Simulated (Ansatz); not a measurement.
Ga:

```
CELL_PARAMETERS angstrom
-1.38440 1.38440 2.31122
1.38440 -1.38440 2.31122
1.38440 1.38440 -2.31122
ATOMIC_POSITIONS crystal
Ga 0.00000 0.00000 0.00000
```

This isn't the form of Ga at room conditions, which is orthorhombic.

| Quantity | Value |
| --- | --- |
| Program | Ansatz 0.2.0 |
| Task | single point |
| Functional | PBEsol |
| Potentials or basis | all-electron LAPW, scalar-relativistic |
| Cutoff | 238 eV (chosen from the basis error) |
| Basis error allowed | 0.001 eV/atom |
| k mesh | 13 × 13 × 13 |
| Occupations | fermi-dirac, width 0.05 eV |
| Spin | no spin polarisation |

On this cell: pressure -0.3 GPa; band gap on the k mesh none (metal or under the smearing width).

The same run follows on a disturbed copy (cell strained at random at fixed volume):

```
CELL_PARAMETERS angstrom
-1.34574 1.36748 2.27974
1.38532 -1.38141 2.31180
1.38426 1.41993 -2.28809
ATOMIC_POSITIONS crystal
Ga 0.00017 0.01188 0.01187
```

Problem. What does the disturbed cell give?

Solution. The energy (extrapolated to zero smearing) moves by +0.4 meV/atom; pressure -0.1 GPa; band gap on the k mesh none (metal or under the smearing width).

Stress tensor (GPa, compression positive):
```
 0.10  0.15 -0.01
 0.15 -0.03 -0.14
-0.01 -0.14 -0.40
```
